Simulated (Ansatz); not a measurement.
# ZnO: an axial (c/a) deformation path

An exercise on one series of results from a longer session: the logs are not shown, and one member is left open.

Method: DFT PBEsol, scalar-relativistic, plane waves, PAW, in Ansatz 0.2.0.

### The system as given

Symmetry: P6_3/mmc, No. 194, hexagonal system. Conventional cell: a = 3.288 Å, b = 3.288 Å, c = 7.130 Å, α = 90.00°, β = 90.00°, γ = 120.00°. Zn (site symmetry -6m2) is surrounded by 3 O at 1.90 Å. Around O (site symmetry -6m2) lie 3 Zn at 1.90 Å.

Structure file:

```cif
data_structure
_symmetry_space_group_name_H-M 'P6_3/mmc'
_symmetry_Int_Tables_number 194
_cell_length_a 3.2880
_cell_length_b 3.2880
_cell_length_c 7.1304
_cell_angle_alpha 90.000
_cell_angle_beta 90.000
_cell_angle_gamma 120.000
_cell_volume 66.76
loop_
_atom_site_label
_atom_site_type_symbol
_atom_site_symmetry_multiplicity
_atom_site_Wyckoff_symbol
_atom_site_fract_x
_atom_site_fract_y
_atom_site_fract_z
_atom_site_occupancy
Zn1 Zn 2 b 0.00000 0.00000 0.75000 1
O1 O 2 c 0.33333 0.66667 0.25000 1
```

Source of the structure: the Materials Project (structure only).

Set-up of the first run:

input.yaml

```yaml
crystal:
  lattice:
    - [3.2879671587, 0.0, 0.0]
    - [-1.6439835793, 2.8474630862, 0.0]
    - [0.0, 0.0, 7.13044135]
  atoms:
    - { symbol: Zn, position: [0.0, 0.0, 0.75] }
    - { symbol: Zn, position: [0.0, 0.0, 0.25] }
    - { symbol: O, position: [0.33333333, 0.66666667, 0.25] }
    - { symbol: O, position: [0.66666667, 0.33333333, 0.75] }
basis:
  ecutwfc: 420
kpoints:
  mp_grid: { grid: [6, 6, 4] }
hamiltonian:
  xc: pbesol
scf:
  occupations: { method: gaussian, width: 0.1 }
output:
  forces: true
  stress: true
  eigenvalues: true
```

Steps of the session up to this table: Quick check of gap, pressure and forces; Zero of the scan; At ρ = 0.850; Point ρ = 1.200; ρ = 0.920; At ρ = 1.100; Point ρ = 0.960; ρ = 1.050; At ρ = 0.800; ρ = 1.300.

One of the session's tables, all rows but one given; the rest of the session is left out.

Collected from the runs (energy zero: the undisturbed cell):

| ρ | ΔE (meV/atom) | pressure (GPa) | gap on the mesh (eV) |
| --- | --- | --- | --- |
| 0.800 | 265.7 | -18.3 | 0.26 |
| 0.850 | 163.0 | -15.5 | 0.44 |
| 0.920 | 60.4 | -10.8 | 0.62 |
| 0.960 | 22.8 | -7.8 | 0.69 |
| 1.000 | 0.0 | -4.5 | 0.75 |
| 1.050 | ? | ? | ? |
| 1.100 | 5.9 | 4.6 | 0.84 |
| 1.200 | 97.8 | 14.9 | 0.84 |
| 1.300 | 271.3 | 26.2 | 0.79 |

Q: Estimate the row for ρ = 1.050 from the others.

Worked estimate for «ΔE (meV/atom)». A straight line through the neighbours (1.000, 0.0) and (1.100, 5.9) gives 0.0 + (5.9 − 0.0) × (1.050 − 1.000) / (1.100 − 1.000) = 3.0; a parabola fitted to 4 rows on both sides gives -7.8.

As computed: ΔE (meV/atom): -8.1; pressure (GPa): -0.1; gap on the mesh (eV): 0.80. In «ΔE (meV/atom)» the line misses by +11.1 and the parabola by +0.3.

To keep in mind: Layers here are held mostly by dispersion, which this level lacks, so their spacing and the stiffness across them are unreliable there.
